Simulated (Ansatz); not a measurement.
# ZnS (distorted cell): a single point

Run with the Ansatz DFT code, driven from Python.

`zns.py`:
```python
from pathlib import Path
import sys

import ansatz as az
import numpy as np

config = {
    'functional': 'r2scan',
    'n_empty': 8,
    'cutoff': 500,
}


def main() -> None:
    xtal = (
        az.Lattice.from_parameters(12.604785, 12.550614, 12.692185, alpha=17.25073, beta=17.44299, gamma=17.4816)
        .atom('Zn', (0.60908, 0.58042, 0.56104))
        .atom('Zn', (0.0139, 0.9796, 0.00383))
        .atom('Zn', (0.43558, 0.40098, 0.40871))
        .atom('Zn', (0.17751, 0.16981, 0.15015))
        .atom('S', (0.3663, 0.36188, 0.32967))
        .atom('S', (0.10469, 0.11295, 0.09091))
        .atom('S', (0.50615, 0.53362, 0.52469))
        .atom('S', (0.94601, 0.93685, 0.93222))
    )

    setup = (
        xtal.calculation()
        .kpoints(2)
        .functional(config['functional'])
        .scf(extra_bands=config['n_empty'])
        .basis(config['cutoff'], xc_grid=2)
        .occupations(az.OccupationsMethod.FIXED)
        .compute(density=True, potential=True, electron_localization_function=True, output_files={'volumetric_format': 'npy'}, band_table=True)
        .cutoff_correction(900)
    )
    try:
        outcome = setup.run(threads=1, pin='off')
    except az.NonConvergedError as error:
        sys.exit(f'no convergence: {error}')
    except az.RefusalError as error:
        sys.exit(f'input refused: {error}')
    r = outcome.report

    print(f'free energy      {r["free_energy_ev"]:.5f} eV')
    print(f'per atom         {r["free_energy_ev"] / len(outcome.lattice.sites):.5f} eV')
    print(f'SCF iterations   {r["n_iterations"]}  (converged: {r["converged"]})')

    folder = Path(outcome.write_results('fields'))
    print('densities in e/A^3, potentials in eV, ELF without unit')
    for name in sorted(p.name for p in folder.glob('*.npy')):
        field = np.load(folder / name)
        print(f'{name:16s} {str(field.shape):16s} min {field.min():10.4f}  mean {field.mean():10.4f}  max {field.max():10.4f}')

    fermi = r['fermi_energy_ev']
    print('levels less the Fermi level (eV) at the first k-points')
    for k, levels in list(zip(r['kpoints_frac'], r['eigenvalues_ev']))[:4]:
        print('k = ({:.3f}, {:.3f}, {:.3f})'.format(*k))
        print('   ', ' '.join(f'{e - fermi:.3f}' for e in levels))

    estimate = r.get('cutoff_correction')
    if estimate:
        print('towards {} eV the energy would change by {:.2f} meV/atom'.format(estimate['reference_ecutwfc_ev'], 1000 * estimate['energy_ev'] / len(outcome.lattice.sites)))


if __name__ == '__main__':
    main()
```

```console
$ python zns.py
free energy      -16931.30186 eV
per atom         -2116.41273 eV
SCF iterations   9  (converged: True)
densities in e/A^3, potentials in eV, ELF without unit
elf.npy          (30, 96, 30)     min     0.0000  mean     0.2995  max     0.9113
rho.npy          (30, 96, 30)     min    -0.0451  mean     0.4600  max    45.8927
v_es.npy         (30, 96, 30)     min   -41.2745  mean     3.4137  max    10.9587
v_tot.npy        (30, 96, 30)     min   -79.9733  mean    -6.6417  max     7.0987
levels less the Fermi level (eV) at the first k-points
k = (0.000, 0.000, 0.000)
    -13.819 -13.367 -13.338 -12.806 -6.830 -6.814 -6.773 -6.769 -6.739 -6.718 -6.713 -6.668 -6.662 -6.638 -6.627 -6.281 -6.275 -6.272 -6.263 -6.253 -6.250 -6.221 -6.211 -6.050 -5.613 -3.037 -3.003 -1.087 -1.026 -0.662 -0.621 -0.515 -0.497 -0.176 -0.079 0.000 2.595 3.527 3.911 3.940 6.554 6.666 6.774 6.934
k = (0.000, 0.000, -0.500)
    -12.826 -12.736 -12.573 -12.532 -6.775 -6.717 -6.705 -6.636 -6.608 -6.586 -6.487 -6.474 -6.440 -6.414 -6.405 -6.306 -6.235 -6.221 -6.196 -6.180 -6.127 -6.090 -6.044 -6.010 -5.376 -5.142 -4.748 -4.404 -3.198 -2.538 -2.285 -2.168 -1.697 -1.471 -1.230 -1.112 3.558 3.716 4.019 4.511 5.179 5.686 6.336 7.402
k = (0.000, -0.500, 0.000)
    -12.818 -12.764 -12.545 -12.520 -6.783 -6.731 -6.669 -6.654 -6.619 -6.591 -6.500 -6.481 -6.469 -6.430 -6.371 -6.338 -6.227 -6.214 -6.196 -6.181 -6.076 -6.065 -6.046 -5.998 -5.427 -5.094 -4.602 -4.483 -3.069 -2.670 -2.324 -2.214 -1.757 -1.322 -1.239 -1.137 3.428 3.749 4.034 4.259 5.025 5.759 6.603 7.119
k = (0.000, -0.500, -0.500)
    -12.886 -12.715 -12.675 -12.507 -6.790 -6.756 -6.728 -6.687 -6.627 -6.587 -6.542 -6.472 -6.447 -6.411 -6.395 -6.277 -6.231 -6.215 -6.207 -6.178 -6.086 -6.068 -6.062 -6.038 -5.294 -4.976 -4.750 -4.615 -2.924 -2.366 -2.307 -2.071 -1.695 -1.654 -1.382 -0.875 3.785 3.983 4.182 4.372 4.964 5.696 6.086 7.002
towards 900.0 eV the energy would change by -0.89 meV/atom
```

Reading the output:
- The settings weren't tested for convergence.
- With fixed filling the reported Fermi level is the top filled level among the k-points of the SCF.
- The k-point mesh is coarse, and energy and stress weren't tested for convergence.
- The fields are valence quantities on the plane-wave grid; their values near the nuclei depend on the potentials.
- The cell is a database structure, distorted on purpose.
- Levels are Kohn-Sham eigenvalues on this mesh.
- Wall time of the script: 13 s on 1 thread of Arm Neoverse V1 (shared host), peak memory 0.54 GiB.

(Lines on the test bed's own set-up are left out of the output.)
